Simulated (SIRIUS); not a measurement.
The system is ZrB2.

```
Zr B
1.0
     3.17000    0.00000    0.00000
    -1.58500    2.74530    0.00000
     0.00000    0.00000    3.53300
Zr B
1 2
Direct
  0.00000 0.00000 0.00000
  0.66667 0.33333 0.50000
  0.33333 0.66667 0.50000
```

* Program: SIRIUS 7.12.0
* Task: relaxation of cell and atoms
* Functional: PBEsol
* Dispersion: D4
* Potentials or basis: PseudoDojo 0.4.1 PBE standard (scalar relativistic)
* Cutoff: 1054 eV
* Density cutoff: 4214 eV
* k mesh: 5 × 5 × 4
* Occupations: fermi-dirac, width 0.05 eV
* Spin: no spin polarisation

At the start: pressure -6.6 GPa; volume 10.25 Å³/atom.

Q: Where does the relaxation end?

A: Over 6 steps the energy falls by 6.9 meV/atom and the volume is 9.97 Å³/atom (-2.8 %); space group P6/mmm (No. 191, to 0.05 Å).

The path:
```tsv
step	energy change (eV)	largest force (eV/Å)	pressure (GPa)	volume (Å³)
1	0.0000	0.0000	-6.64	30.75
2	-0.0074	0.0000	-5.25	30.56
3	-0.0199	0.0000	0.45	29.85
4	-0.0201	0.0000	0.27	29.87
5	-0.0207	0.0000	-0.15	29.91
6	-0.0207	0.0000	-0.05	29.90
```

Final structure:
```yaml
crystal:
  lattice:
    - [3.15281, 0.00000, 0.00000]
    - [-1.57640, 2.73042, 0.00000]
    - [0.00000, 0.00000, 3.47327]
  atoms:
    - { symbol: Zr, position: [0.00000, 0.00000, 0.00000] }
    - { symbol: B, position: [0.66667, 0.33333, 0.50000] }
    - { symbol: B, position: [0.33333, 0.66667, 0.50000] }
```

Caveat: the k mesh is coarse (spacing up to 0.46 Å⁻¹), so the values aren't converged; the potentials were made for another functional, which shifts forces and pressure; pairwise dispersion overbinds metals, which lowers pressure and volume.
